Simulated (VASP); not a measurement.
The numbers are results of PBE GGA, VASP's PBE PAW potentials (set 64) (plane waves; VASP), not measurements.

VASP input:

**INCAR**
```
SYSTEM=Li2O
PREC=Accurate; ENCUT=520; LREAL=.FALSE.
LASPH=.TRUE.; ICHARG=11
EDIFF=1E-7; NELM=100; ALGO=Normal
ISMEAR=0; SIGMA=0.05
GGA=PE
LWAVE=.FALSE.; LCHARG=.FALSE.; LORBIT=11
```

**KPOINTS**
```
k-points along high-symmetry lines
15
Line-mode
Reciprocal
  0.000000   0.000000   0.000000 ! GAMMA
  0.500000   0.000000   0.500000 ! X

  0.500000   0.000000   0.500000 ! X
  0.625000   0.250000   0.625000 ! U

  0.375000   0.375000   0.750000 ! K
  0.000000   0.000000   0.000000 ! GAMMA

  0.000000   0.000000   0.000000 ! GAMMA
  0.500000   0.500000   0.500000 ! L

  0.500000   0.500000   0.500000 ! L
  0.500000   0.250000   0.750000 ! W

  0.500000   0.250000   0.750000 ! W
  0.500000   0.000000   0.500000 ! X
```

File POSCAR:
```
Li2O
3.2668330
  0.0000000000   0.7071068524   0.7071068524
  0.7071068524   0.0000000000   0.7071068524
  0.7071068524   0.7071068524   0.0000000000
Li O
2 1
Cartesian
  0.3535534262   0.3535534262   0.3535534262
  1.0606602786   1.0606602786   1.0606602786
  0.0000000000   0.0000000000   0.0000000000
```

POTCAR, in this order: Li_sv O (PBE.64 set). Program: vasp_std. Read from the step before: CHGCAR.

The resulting files:

File OSZICAR:
```
       N       E                     dE             d eps       ncg     rms          rms(c)
DAV:   1     0.404932179513E+02    0.40493E+02   -0.61659E+03  1808   0.130E+03
DAV:   2    -0.919438495247E+01   -0.49688E+02   -0.47172E+02  2246   0.227E+02
DAV:   3    -0.136712475068E+02   -0.44769E+01   -0.44579E+01  2980   0.575E+01
DAV:   4    -0.137669895241E+02   -0.95742E-01   -0.95641E-01  2454   0.810E+00
DAV:   5    -0.137677026713E+02   -0.71315E-03   -0.71309E-03  2578   0.676E-01
DAV:   6    -0.137677101990E+02   -0.75277E-05   -0.75275E-05  2380   0.505E-02
DAV:   7    -0.137677103113E+02   -0.11238E-06   -0.11238E-06  2588   0.530E-03
DAV:   8    -0.137677103136E+02   -0.22137E-08   -0.22466E-08  2114   0.512E-04
   1 F= -.13767710E+02 E0= -.13767710E+02  d E =-.228503E-18
```

### OUTCAR
```
 val. band max:        1.3394424957   @ k =   0.0000   0.0000   0.0000

 cond. band min:       6.3110610026   @ k =   0.5000   0.0000   0.5000



 k-point     1 :       0.0000    0.0000    0.0000
  band No.  band energies     occupation
      1     -41.6551      2.00000
      2     -41.3249      2.00000
      3     -14.1083      2.00000
      4       1.3394      2.00000
      5       1.3394      2.00000
      6       1.3394      2.00000
      7       6.6132      0.00000
      8      13.2700      0.00000
      9      13.2700      0.00000
     10      13.2700      0.00000

 k-point     2 :       0.0357    0.0000    0.0357
  band No.  band energies     occupation
      1     -41.6535      2.00000
      2     -41.3261      2.00000
      3     -14.1049      2.00000
      4       1.3010      2.00000
      5       1.3195      2.00000
      6       1.3195      2.00000
      7       6.6619      0.00000
      8      13.2815      0.00000
      9      13.2815      0.00000
     10      13.3067      0.00000

 k-point     3 :       0.0714    0.0000    0.0714
  band No.  band energies     occupation
      1     -41.6488      2.00000
      2     -41.3298      2.00000
      3     -14.0951      2.00000
      4       1.1931      2.00000
      5       1.2610      2.00000
      6       1.2610      2.00000
      7       6.7970      0.00000
      8      13.3169      0.00000
      9      13.3169      0.00000
     10      13.4160      0.00000

 k-point     4 :       0.1071    0.0000    0.1071
  band No.  band energies     occupation
      1     -41.6412      2.00000
      2     -41.3353      2.00000
      3     -14.0792      2.00000
      4       1.0337      2.00000
      5       1.1684      2.00000
      6       1.1684      2.00000
      7       6.9868      0.00000
      8      13.3783      0.00000
      9      13.3783      0.00000
     10      13.5955      0.00000

 k-point     5 :       0.1429    0.0000    0.1429
  band No.  band energies     occupation
...
```

The density is held fixed in this step, so its total energy and stress have no physical meaning.

The compound is Li2O in the antifluorite structure. The cell was not relaxed at this level.
